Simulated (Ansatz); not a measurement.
Reactions of C2H6F2O2Sn (`C[O][Sn]([F])([F])[O]C`).

Program: Ansatz. Geometries: PBE0-D4/def2-TZVP. ΔE: electronic, gas phase. CCSD(T)/CBS is the MP2 limit (def2-TZVPP, def2-QZVPP) plus CCSD(T) − MP2 in def2-TZVPP, frozen cores. This one scheme is used for every species. Elements past krypton have def2 core potentials. For Sn outer-core shells are correlated without core-valence functions, which leaves a few kJ/mol of doubt a bond. One conformer a species, not always the lowest.

Order these by ΔE at CCSD(T)/CBS, lowest first. (Best estimate.)
A. `C[O][Sn]([F])([F])[O]C` → F₂ + `C[O][Sn][O]C`
B. `C[O][Sn]([F])([F])[O]C` + H–F → `C[O][Sn]([F])([F])[F]` + CH₃OH
C. `C[O][Sn]([F])([F])[O]C` + `CC(C)(C)CO` → `C[O][Sn]([F])([O]C)[C](C)(C)C` + `OCF`
D. `C[O][Sn]([F])([F])[O]C` + `CC(C)C` → `C[O][Sn]([F])([O]C)[C](C)(C)C` + H–F
E. `C[O][Sn]([F])([F])[O]C` + `N=C(N)O` → `C/N=C(\N)O` + `C[O][Sn]([OH])([F])[F]`

E (-10.2 kcal/mol), B (-4.5 kcal/mol), D (+9.0 kcal/mol), C (+15.8 kcal/mol), A (+146.4 kcal/mol).

Largest T1 diagnostic: 0.017, for `C[O][Sn][O]C`.
